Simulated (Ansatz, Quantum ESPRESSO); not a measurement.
# One calculation of GaN, 3 ways

```
Ga N
1.0
     3.18000    0.00000    0.00000
    -1.59000    2.75396    0.00000
     0.00000    0.00000    5.16600
Ga N
2 2
Direct
  0.66667 0.33333 0.50000
  0.33333 0.66667 0.00000
  0.66667 0.33333 0.87500
  0.33333 0.66667 0.37500
```

Alike in all runs: task band structure; functional PBEsol; k mesh 10 × 10 × 5; occupations fermi-dirac, width 0.05 eV; no spin polarisation; no spin-orbit coupling. Pressure is positive in compression and, in plane waves, holds the error of the finite cutoff, which Ansatz's Pulay term estimates and takes out. Gaps are the smaller of the mesh's and the band path's.

```csv
program and potentials,plane-wave cutoff (eV),notes,band gap (eV),pressure (GPa),largest force (eV/Å)
"Ansatz, Ansatz PAW",420,"potentials made for PBE, which Ansatz adapts in part; 9 valence electrons an atom on average",?,?,?
"Quantum ESPRESSO, PseudoDojo 0.4 SR PBEsol stringent",1551,13 valence electrons an atom on average,1.94,0.84,0.133
"Ansatz, all-electron LAPW, scalar-relativistic",-,-,1.92,1.02,0.133
```

**Question.** Estimate from the other rows what the run with Ansatz, Ansatz PAW gave.

**Answer.** Band gap 1.91 eV; pressure 1.03 GPa; largest force 0.133 eV/Å. Its pressure holds a Pulay term of +0.53 GPa. The other rows, which needn't bracket it: band gap 1.92 to 1.94; pressure 0.84 to 1.02; largest force 0.133.
